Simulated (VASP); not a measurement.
# Ca: restarted molecular dynamics, 2 variants

Ca, Cmce (no. 64), 8 atoms in the cell. PBE, molecular dynamics; PAW potentials Ca_pv (PBE set).

| Restart from | Temperature at the end (K) | The same without a restart (K) | Potential energy at the end (eV/atom) | The same without a restart (eV/atom) | Electronic steps in the first step after the restart | Time (s) |
|---|---|---|---|---|---|---|
| CONTCAR with velocities, WAVECAR read | 1985.0 | 1985.0 | -1.71774 | -1.71771 | 4 | 565 |
| CONTCAR with velocities, no WAVECAR | 1985.0 | 1985.0 | -1.71772 | -1.71771 | 30 | 536 |

Limits: 120 fs of 8 atoms are too short for converged averages.

## Input of the first row

INCAR.step1:
```
SYSTEM = Ca
GGA      = PE             ! functional
PREC     = Normal         ! precision mode
ENCUT    = 200            ! plane-wave cutoff, eV
EDIFF    = 1E-6           ! SCF threshold, eV
NELMIN   = 4            
NELM     = 60             ! most SCF steps
ALGO     = Fast           ! electronic algorithm
LREAL    = Auto         
LASPH    = .TRUE.         ! aspherical terms in the spheres
ISMEAR   = -1             ! smearing method
SIGMA    = 0.069          ! smearing width, eV
ISYM     = 0            
LWAVE    = .TRUE.         ! write WAVECAR
LCHARG   = .FALSE.        ! write CHGCAR
IBRION   = 0              ! ionic algorithm
NSW      = 30             ! ionic steps
POTIM    = 2.0            ! step
TEBEG    = 1600         
ISIF     = 2              ! what is computed and relaxed
RANDOM_SEED= 8484 0 0     
MDALGO   = 1            
ANDERSEN_PROB= 0.0          
KPAR     = 2             
```

INCAR.step2, as INCAR.step1 but for:
```
- LWAVE = .TRUE.
+ LWAVE = .FALSE.
```

KPOINTS:
```
k-points
0
Monkhorst-Pack
  2 2 2
```

POSCAR.step1:
```
Ca
1.0
    6.9259314000      0.0000000000      0.0000000000
    0.0000000000      7.3389830200      0.0000000000
    0.0000000000      0.0000000000      7.0091196500
Ca
8
Direct
    0.5000000000      0.8382105400      0.3034858900
    0.5000000000      0.1617894600      0.6965141100
    0.5000000000      0.6617894600      0.8034858900
    0.5000000000      0.3382105400      0.1965141100
    0.0000000000      0.3382105400      0.3034858900
    0.0000000000      0.6617894600      0.6965141100
    0.0000000000      0.1617894600      0.8034858900
    0.0000000000      0.8382105400      0.1965141100
```

Commands (each step's output is kept before the next begins):
```
cat potpaw_PBE.64/Ca_pv/POTCAR > POTCAR
cp INCAR.step1 INCAR
cp POSCAR.step1 POSCAR
mpirun -np 2 vasp_std > vasp.out
cp CONTCAR POSCAR
cp INCAR.step2 INCAR
mpirun -np 2 vasp_std > vasp.out
```

Changes of the last row against the first:
```
(step 1)
- LWAVE = True
+ LWAVE = False
```

VASP 6.6.1 took 565 s on 2 cores (Intel Xeon Platinum 8375C @ 2.90GHz (Ice Lake)), a shared host.
